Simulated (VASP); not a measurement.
# Ca (Immm) in VASP: a series of runs, part 2 of 2

VASP 6.6.1.

## Step 3: Single point, PBE

This run uses another cell than the first one, of the same volume but with other edges.

File INCAR:

```
PREC     = Accurate       # precision mode
ENCUT    = 350            # plane-wave cutoff, eV
EDIFF    = 1E-6           # SCF threshold, eV
ISMEAR   = 1              # smearing method
SIGMA    = 0.1            # smearing width, eV
LREAL    = False          # projectors in reciprocal space
LASPH    = True           # aspherical terms in the spheres
NELM     = 100            # most SCF steps
ALGO     = Normal         # electronic algorithm
ISIF     = 2              # what is computed and relaxed
LWAVE    = False          # write WAVECAR
LCHARG   = False          # write CHGCAR
GGA      = PE             # functional
ADDGRID  = False
```

File KPOINTS:

```
Automatic mesh
0
Gamma
  7 7 7
```

File POSCAR:

```
Ca
1.0
   -2.0964874600      2.1017318100      2.4453524600
    2.0964874600     -2.1017318100      2.4453524600
    2.0964874600      2.1017318100     -2.4453524600
Ca
1
Direct
    0.5000000000      0.5000000000      0.0000000000
```

Potentials or basis: VASP PAW PBE potentials, release 64 (Ca_pv).

Launch:

```bash
> cat potpaw_PBE.64/Ca_pv/POTCAR > POTCAR
> mpirun -np 1 vasp_std > vasp.out
```

OUTCAR:

```text
PREC = Accurate
   ENCUT = 350
   EDIFF = 1E-6
   ISMEAR = 1
   LREAL = False
   LASPH = True
   NELM = 100
   ISIF = 2
   GGA = PE

 Found     64 irreducible k-points:

 Following reciprocal coordinates:
            Coordinates               Weight
  0.000000  0.000000  0.000000      1.000000
  0.142857 -0.000000  0.000000      4.000000
  0.285714 -0.000000  0.000000      4.000000
  0.428571 -0.000000  0.000000      4.000000
 -0.000000  0.142857  0.000000      4.000000
  0.142857  0.142857  0.000000      8.000000
   k-points           NKPTS =     64   k-points in BZ     NKDIM =     64   number of bands    NBANDS=      8
   number of dos      NEDOS =    301   number of ions     NIONS =      1
   total plane-waves  NPLWV =  13824
   dimension x,y,z NGX =    24 NGY =   24 NGZ =   24
   dimension x,y,z NGXF=    48 NGYF=   48 NGZF=   48
   ions per type =               1
   NGX,Y,Z   is equivalent  to a cutoff of  10.37, 10.37, 10.37 a.u.
   NGXF,Y,Z  is equivalent  to a cutoff of  20.75, 20.75, 20.75 a.u.
 SYSTEM =  unknown system
   PREC   = accura    normal or accurate (medium, high low for compatibility)
   ISTART =      0    job   : 0-new  1-cont  2-samecut
   ICHARG =      2    charge: 1-file 2-atom 10-const
   ISPIN  =      1    spin polarized calculation?
   LNONCOLLINEAR =      F non collinear calculations
   LSORBIT =      F    spin-orbit coupling
   LASPH  =      T    aspherical Exc in radial PAW
   ENCUT  =  350.0 eV  25.72 Ry    5.07 a.u.   5.87  5.87  5.87*2*pi/ulx,y,z
   NELM   =    100;   NELMIN=  2; NELMDL= -5     # of ELM steps
   EDIFF  = 0.1E-05   stopping-criterion for ELM
   LREAL  =      F    real-space projection
[... 7 lines left out ...]
   TEBEG  =    0.0;   TEEND  =   0.0 temperature during run
   PSTRESS=    0.0 pullay stress
   NELECT =       8.0000    total number of electrons
   NUPDOWN=      -1.0000    fix difference up-down
   EMIN   =  10.00;   EMAX   =-10.00  energy-range for DOS
   EFERMI =   0.00;   METHOD = LEGACY
   ISMEAR =     1;   SIGMA  =   0.10  broadening in eV -4-tet -1-fermi 0-gaus
   EFERMI_NEDOS =   21; number of points for ismear=-14 and -15
   IALGO  =     38    algorithm
   IMIX   =      4    mixing-type and parameters
     AMIX     =   0.40;   BMIX     =  1.00
     AMIX_MAG =   1.60;   BMIX_MAG =  1.00
  volume/ion in A,a.u.               =      43.10       290.85
  Fermi-wavevector in a.u.,A,eV,Ry     =   0.933859  1.764737 11.865532  0.872092
  Thomas-Fermi vector in A             =   2.060604
   LORBIT       =      0    0 simple, 1 ext, 2 COOP (PROOUT), +10 PAW based schemes
   GGA     = PE    functional components
   LHFCALC =     F    Hartree Fock is set to
   AEXX    =    0.0000 exact exchange contribution
   IVDW    =     0    specifies the selected vdW correction
   LEPSILON=     F    determine dielectric tensor
   LRPA    =     F    only Hartree local field effects (RPA)
 non-spin polarized calculation
 Methfessel and Paxton  Order N= 1 SIGMA  =   0.10
  energy-cutoff  :      350.00
  volume of cell :       43.10
 maximum number of plane-waves:       656
   NGX = 11   NGY = 11   NGZ = 11

 number of electron       8.0000003 magnetization

 Free energy of the ion-electron system (eV)
  ---------------------------------------------------
  ext. energy  EPLUGINS =         0.00000000
  ---------------------------------------------------
  free energy    TOTEN  =        -1.91776747 eV

  energy without entropy =       -1.91952453  energy(sigma->0) =       -1.91835315

 E-fermi :   2.1650     XC(G=0):  -7.6347

 val. band max:        2.1345300535   @ k =  -0.4286   0.4286   0.4286
 cond. band min:       2.2069843570   @ k =  -0.4286  -0.4286   0.1429
 fundamental gap:      0.0724543035
 Fermi energy:         2.1649713895

 k-point     1 :       0.0000    0.0000    0.0000
  band No.  band energies     occupation
      1     -20.8754      2.00000
      2     -20.8753      2.00000
      3     -20.8603      2.00000
      4      -1.8722      2.00000
      5       4.2913      0.00000
      6       4.3050      0.00000
      7       4.8844      0.00000
      8       5.0024      0.00000

 k-point     2 :       0.1429   -0.0000    0.0000
  band No.  band energies     occupation
      1     -20.8955      2.00000
      2     -20.8818      2.00000
      3     -20.8655      2.00000
      4      -1.5284      2.00000
      5       4.0992     -0.00000
      6       4.3252      0.00000
      7       4.9360      0.00000
      8       4.9378      0.00000

 k-point     3 :       0.2857   -0.0000    0.0000
  band No.  band energies     occupation
      1     -20.9496      2.00000
      2     -20.8966      2.00000
      3     -20.8675      2.00000
      4      -0.5666      2.00000
      5       3.3552     -0.00000
      6       4.0826     -0.00000
      7       4.9935      0.00000
      8       5.4949      0.00000

 k-point     4 :       0.4286   -0.0000    0.0000
  band No.  band energies     occupation
      1     -20.9931      2.00000
      2     -20.9084      2.00000
      3     -20.8683      2.00000
      4       0.7506      2.00000
      5       2.3466     -0.02761
      6       3.8500     -0.00000
      7       4.9210      0.00000
      8       5.8032      0.00000

 k-point     5 :      -0.0000    0.1429    0.0000
  band No.  band energies     occupation
      1     -20.8954      2.00000
      2     -20.8821      2.00000
      3     -20.8655      2.00000
      4      -1.5274      2.00000
      5       4.1095     -0.00000
      6       4.3127      0.00000
      7       4.9329      0.00000
      8       4.9446      0.00000

 k-point     6 :       0.1429    0.1429    0.0000
  band No.  band energies     occupation
      1     -20.9281      2.00000
      2     -20.8933      2.00000
      3     -20.8701      2.00000
      4      -0.9188      2.00000
      5       3.6891     -0.00000
      6       4.1278     -0.00000
      7       4.9637      0.00000
      8       5.2477      0.00000

 [... further k-points ...]
[... 5 lines left out ...]
  --------------------------------------------------------------------------------------
  -------------------------------------------------------------------------------------
  Total       -0.1443044     -0.1639671     -0.0287476      0.0000000      0.0000000      0.0000000
  in kB       -5.3643767     -6.0953149     -1.0686621      0.0000000      0.0000000      0.0000000
  external PRESSURE =      -4.1761179 kB  Pullay stress =       0.0000000 kB

 VOLUME and BASIS-vectors are now :
 -----------------------------------------------------------------------------
  energy-cutoff  :      350.00
  volume of cell :       43.10
      direct lattice vectors                 reciprocal lattice vectors
    -2.096487460  2.101731810  2.445352460     0.000000000  0.237899050  0.204469502
     2.096487460 -2.101731810  2.445352460     0.238494153  0.000000000  0.204469502
     2.096487460  2.101731810 -2.445352460     0.238494153  0.237899050  0.000000000

 POSITION                                       TOTAL-FORCE (eV/Angst)
 -----------------------------------------------------------------------------------
      0.00000      0.00000      2.44535         0.000000      0.000000      0.000000
 -----------------------------------------------------------------------------------
    total drift:                               -0.000000      0.000000      0.000000

  FREE ENERGIE OF THE ION-ELECTRON SYSTEM (eV)
  ---------------------------------------------------
  free  energy   TOTEN  =        -1.9177674672 eV

  energy  without entropy=       -1.9195245251  energy(sigma->0) =       -1.91835315
```

OSZICAR:

```text
N       E                     dE             d eps       ncg     rms          rms(c)
DAV:   1     0.148186417813E+02    0.14819E+02   -0.34332E+03  1024   0.101E+03
DAV:   2    -0.121493622099E+01   -0.16034E+02   -0.16011E+02  1120   0.115E+02
DAV:   3    -0.189928428280E+01   -0.68435E+00   -0.68441E+00  1576   0.303E+01
DAV:   4    -0.190756801867E+01   -0.82837E-02   -0.82838E-02  1432   0.277E+00
DAV:   5    -0.190764131881E+01   -0.73300E-04   -0.73300E-04  1616   0.241E-01    0.738E-01
DAV:   6    -0.191334923953E+01   -0.57079E-02   -0.68119E-03  1224   0.167E+00    0.430E-01
DAV:   7    -0.191776901199E+01   -0.44198E-02   -0.82857E-03  1168   0.181E+00    0.505E-02
DAV:   8    -0.191775720816E+01    0.11804E-04   -0.41684E-04  1328   0.367E-01    0.871E-03
DAV:   9    -0.191776405012E+01   -0.68420E-05   -0.12616E-05  1776   0.338E-02    0.631E-03
DAV:  10    -0.191776733585E+01   -0.32857E-05   -0.25328E-06  1328   0.335E-02    0.867E-04
DAV:  11    -0.191776746718E+01   -0.13133E-06   -0.60725E-08   624   0.434E-03
   1 F= -.19177675E+01 E0= -.19183532E+01  d E =0.175706E-02
```

Wall time 4.9 s (1 thread of Intel Xeon Platinum 8488C (Sapphire Rapids), shared host); peak memory 0.14 GiB.

The run converged, but some of its settings lie outside the range that counts as converged, so its numbers aren't taken as properties of the crystal.

Results:

```yaml
Free_energy: -1.9178 eV
Pressure: -0.4 GPa
Band_gap_on_the_k_mesh: none (metal or under the smearing width)
```

## Step 4: Single point, PBE

INCAR is that of step 3.

KPOINTS is that of step 3.

File POSCAR:

```
Ca
1.0
   -2.1296130000      2.1366080000      2.5183870000
    2.0452440000     -2.1127450000      2.4255450000
    2.0940060000      2.0772270000     -2.4978770000
Ca
1
Direct
    0.5036690000      0.4760610000     -0.0172770000
```

Launch:

```bash
> cat potpaw_PBE.64/Ca_pv/POTCAR > POTCAR
> mpirun -np 1 vasp_std > vasp.out
```

It took 10 s on 1 thread of Intel Xeon Platinum 8488C (Sapphire Rapids), shared host; peak memory 0.15 GiB.

The run converged, but some of its settings lie outside the range that counts as converged, so its numbers aren't taken as properties of the crystal.

Results:

| Quantity | Value |
| --- | --- |
| Free energy | -1.9138 eV |
| Pressure | -0.4 GPa |
| Band gap on the k mesh | none (metal or under the smearing width) |

## Step 5: Single point, PBE

This run uses another cell than the first one, of the same volume but with other edges.

Changes to INCAR since step 4:

```diff
@@ -1,3 +1,3 @@
 PREC     = Accurate       # precision mode
-ENCUT    = 350            # plane-wave cutoff, eV
+ENCUT    = 400            # plane-wave cutoff, eV
 EDIFF    = 1E-6           # SCF threshold, eV
```

KPOINTS is that of step 4.

File POSCAR:

```
Ca
1.0
   -2.0964874600      2.1017318100      2.4453524600
    2.0964874600     -2.1017318100      2.4453524600
    2.0964874600      2.1017318100     -2.4453524600
Ca
1
Direct
    0.5000000000      0.5000000000      0.0000000000
```

Potentials or basis: VASP PAW PBE potentials, release 64 (Ca_pv).

Launch:

```bash
> cat potpaw_PBE.64/Ca_pv/POTCAR > POTCAR
> mpirun -np 1 vasp_std > vasp.out
```

OUTCAR:

```text
PREC = Accurate
   ENCUT = 400
   EDIFF = 1E-6
   ISMEAR = 1
   LREAL = False
   LASPH = True
   NELM = 100
   ISIF = 2
   GGA = PE

 Found     64 irreducible k-points:

 Following reciprocal coordinates:
            Coordinates               Weight
  0.000000  0.000000  0.000000      1.000000
  0.142857 -0.000000  0.000000      4.000000
  0.285714 -0.000000  0.000000      4.000000
  0.428571 -0.000000  0.000000      4.000000
 -0.000000  0.142857  0.000000      4.000000
  0.142857  0.142857  0.000000      8.000000
   k-points           NKPTS =     64   k-points in BZ     NKDIM =     64   number of bands    NBANDS=      8
   number of dos      NEDOS =    301   number of ions     NIONS =      1
   total plane-waves  NPLWV =  21952
   dimension x,y,z NGX =    28 NGY =   28 NGZ =   28
   dimension x,y,z NGXF=    56 NGYF=   56 NGZF=   56
   ions per type =               1
   NGX,Y,Z   is equivalent  to a cutoff of  12.10, 12.10, 12.10 a.u.
   NGXF,Y,Z  is equivalent  to a cutoff of  24.21, 24.21, 24.21 a.u.
 SYSTEM =  unknown system
   PREC   = accura    normal or accurate (medium, high low for compatibility)
   ISTART =      0    job   : 0-new  1-cont  2-samecut
   ICHARG =      2    charge: 1-file 2-atom 10-const
   ISPIN  =      1    spin polarized calculation?
   LNONCOLLINEAR =      F non collinear calculations
   LSORBIT =      F    spin-orbit coupling
   LASPH  =      T    aspherical Exc in radial PAW
[... 55 lines left out ...]
 cond. band min:       2.2069178370   @ k =  -0.4286  -0.4286   0.1429
 fundamental gap:      0.0724477950
 Fermi energy:         2.1649068592

 k-point     1 :       0.0000    0.0000    0.0000
  band No.  band energies     occupation
      1     -20.8754      2.00000
      2     -20.8753      2.00000
      3     -20.8603      2.00000
      4      -1.8722      2.00000
      5       4.2911      0.00000
      6       4.3048      0.00000
      7       4.8842      0.00000
      8       5.0024      0.00000
[... 45 lines left out ...]
 k-point     6 :       0.1429    0.1429    0.0000
  band No.  band energies     occupation
      1     -20.9281      2.00000
      2     -20.8933      2.00000
      3     -20.8701      2.00000
      4      -0.9189      2.00000
      5       3.6890     -0.00000
      6       4.1277     -0.00000
      7       4.9636      0.00000
      8       5.2477      0.00000

 [... further k-points ...]
[... 5 lines left out ...]
  --------------------------------------------------------------------------------------
  -------------------------------------------------------------------------------------
  Total       -0.1433529     -0.1630134     -0.0275766      0.0000000      0.0000000      0.0000000
  in kB       -5.3290046     -6.0598647     -1.0251315      0.0000000      0.0000000      0.0000000
  external PRESSURE =      -4.1380003 kB  Pullay stress =       0.0000000 kB

 VOLUME and BASIS-vectors are now :
 -----------------------------------------------------------------------------
  energy-cutoff  :      400.00
  volume of cell :       43.10
      direct lattice vectors                 reciprocal lattice vectors
    -2.096487460  2.101731810  2.445352460     0.000000000  0.237899050  0.204469502
     2.096487460 -2.101731810  2.445352460     0.238494153  0.000000000  0.204469502
     2.096487460  2.101731810 -2.445352460     0.238494153  0.237899050  0.000000000

 POSITION                                       TOTAL-FORCE (eV/Angst)
 -----------------------------------------------------------------------------------
      0.00000      0.00000      2.44535         0.000000      0.000000      0.000000
 -----------------------------------------------------------------------------------
    total drift:                                0.000000     -0.000000      0.000000

  FREE ENERGIE OF THE ION-ELECTRON SYSTEM (eV)
  ---------------------------------------------------
  free  energy   TOTEN  =        -1.9178413600 eV

  energy  without entropy=       -1.9195984253  energy(sigma->0) =       -1.91842705
```

Wall time 8.7 s (1 thread of Intel Xeon Platinum 8488C (Sapphire Rapids), shared host); peak memory 0.15 GiB.

The run converged, but some of its settings lie outside the range that counts as converged, so its numbers aren't taken as properties of the crystal.

Results:

| Quantity | Value |
| --- | --- |
| Free energy | -1.9178 eV |
| Pressure | -0.4 GPa |
| Band gap on the k mesh | none (metal or under the smearing width) |
